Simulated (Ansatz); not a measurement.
**Molecular dynamics of WC**

The input (input.yaml):

```yaml
accuracy: low
crystal:
  lattice:
    - [-2.939012, -5.090518, 0.0]
    - [4.408518, -2.545259, 0.0]
    - [0.0, 0.0, 5.752397]
  atoms:
    - { symbol: W, position: [0.75, 0.5, 0.0] }
    - { symbol: C, position: [0.5, 0.6666667, 0.25] }
    - { symbol: W, position: [0.75, 0.5, 0.5] }
    - { symbol: C, position: [0.5, 0.6666667, 0.75] }
    - { symbol: W, position: [0.5, 0.0, 0.0] }
    - { symbol: C, position: [0.25, 0.1666667, 0.25] }
    - { symbol: W, position: [0.5, 0.0, 0.5] }
    - { symbol: C, position: [0.25, 0.1666667, 0.75] }
    - { symbol: W, position: [0.25, 0.5, 0.0] }
    - { symbol: C, position: [0.0, 0.6666667, 0.25] }
    - { symbol: W, position: [0.25, 0.5, 0.5] }
    - { symbol: C, position: [0.0, 0.6666667, 0.75] }
    - { symbol: W, position: [0.0, 0.0, 0.0] }
    - { symbol: C, position: [0.75, 0.1666667, 0.25] }
    - { symbol: W, position: [0.0, 0.0, 0.5] }
    - { symbol: C, position: [0.75, 0.1666667, 0.75] }
basis:
  ecutwfc: 420.0
kpoints:
  mp_grid: { grid: [3, 3, 3] }
hamiltonian:
  xc: pbe
  pseudopotentials: { kind: paw, azcp: { folder: soft_1 } }
scf:
  occupations: { method: fermi_dirac, width: 0.36 }
  lower_state_search: "off"
md:
  timestep: 1.12
  n_steps: 150
  ensemble: nvt_langevin
  temperature: 4200.0
  initial_velocities: maxwell_boltzmann
  seed: 475885
  friction: 0.02
```

Run as:

```bash
$ ansatz run input.yaml --threads 2 --pin off --max-ram 5120MiB --backend cpu --events-out ev --progress --plain --runs-dir out
```

It starts from a structure without forces on its atoms.

Output, in part (step lines):

```
md step     0: t =     0.00 fs  T =  3937.5 K  F+E_penalty+E_count = -85097.78365002 eV  E_kin = 8.143380 eV  (9 SCF iters)
md step     1: t =     1.12 fs  T =  3533.5 K  F+E_penalty+E_count = -85097.71466772 eV  E_kin = 7.307781 eV  (7 SCF iters)
md step     2: t =     2.24 fs  T =  3392.3 K  F+E_penalty+E_count = -85097.51184852 eV  E_kin = 7.015839 eV  (7 SCF iters)
md step     3: t =     3.36 fs  T =  3552.0 K  F+E_penalty+E_count = -85097.19464406 eV  E_kin = 7.346136 eV  (7 SCF iters)
md step     4: t =     4.48 fs  T =  3550.6 K  F+E_penalty+E_count = -85096.77622402 eV  E_kin = 7.343135 eV  (7 SCF iters)
md step     5: t =     5.60 fs  T =  3389.2 K  F+E_penalty+E_count = -85096.26403778 eV  E_kin = 7.009376 eV  (6 SCF iters)
md step     6: t =     6.72 fs  T =  3015.5 K  F+E_penalty+E_count = -85095.68940097 eV  E_kin = 6.236589 eV  (5 SCF iters)
md step     7: t =     7.84 fs  T =  2931.6 K  F+E_penalty+E_count = -85095.08898086 eV  E_kin = 6.063011 eV  (5 SCF iters)
[... lines left out ...]
md step   149: t =   166.88 fs  T =  3530.0 K  F+E_penalty+E_count = -85090.12770427 eV  E_kin = 7.300525 eV  (6 SCF iters)
md step   150: t =   168.00 fs  T =  3552.8 K  F+E_penalty+E_count = -85089.91783641 eV  E_kin = 7.347703 eV  (7 SCF iters)
```

The steps, from the saved trajectory:

```
time (fs)  T (K)  potential energy less start (eV)
        0   3938                             0.000
      5.6   3389                             1.520
     11.2   2277                             4.143
     16.8   2197                             4.797
     22.4   2619                             4.256
       28   2479                             4.409
     33.6   2121                             5.139
     39.2   1731                             6.359
     44.8   1534                             7.002
     50.4   2394                             6.246
       56   3038                             5.315
     61.6   3722                             4.912
     67.2   3042                             5.277
     72.8   2977                             5.319
     78.4   3613                             5.127
       84   3503                             5.534
     89.6   2784                             6.479
     95.2   3825                             5.742
    100.8   3888                             4.981
    106.4   3279                             6.158
      112   2506                             6.811
    117.6   3288                             5.523
    123.2   5094                             4.548
    128.8   3686                             5.783
    134.4   3680                             5.421
      140   3789                             4.364
    145.6   3888                             5.574
    151.2   2391                             7.607
    156.8   2985                             8.041
    162.4   3577                             7.608
      168   3553                             7.866
```

All steps were run. The mean temperature of the second half is 17 % below the set value. A run of 0.17 ps of so small a system gives no equilibrium averages. Limits of this set-up: coarse k mesh, low accuracy level.

Mean squared displacements from the first frame to the last, about the centre of mass: W 0.05 Å², C 0.10 Å².

Last frame:

```xyz
16
Lattice="-2.9390 -5.0905 0.0000 4.4085 -2.5453 0.0000 0.0000 0.0000 5.7524" Properties=species:S:1:pos:R:3
W 0.130 -5.104 0.119
C 1.911 -4.300 1.514
W -0.059 -4.852 2.863
C 1.658 -4.325 4.322
W -1.341 -2.795 0.070
C -0.016 -2.044 1.444
W -1.396 -2.508 3.054
C 0.064 -1.754 4.196
W 1.459 -2.831 0.051
C 3.059 -1.883 1.159
W 1.682 -2.503 2.732
C 2.851 -1.405 3.988
W 0.152 -0.152 -0.182
C -1.477 -4.724 1.234
W 0.052 -0.134 2.645
C -1.522 -4.389 4.361
```

The run took 28 min on 2 threads of Arm Neoverse V1, with other jobs on the host, peak memory 0.81 GiB.
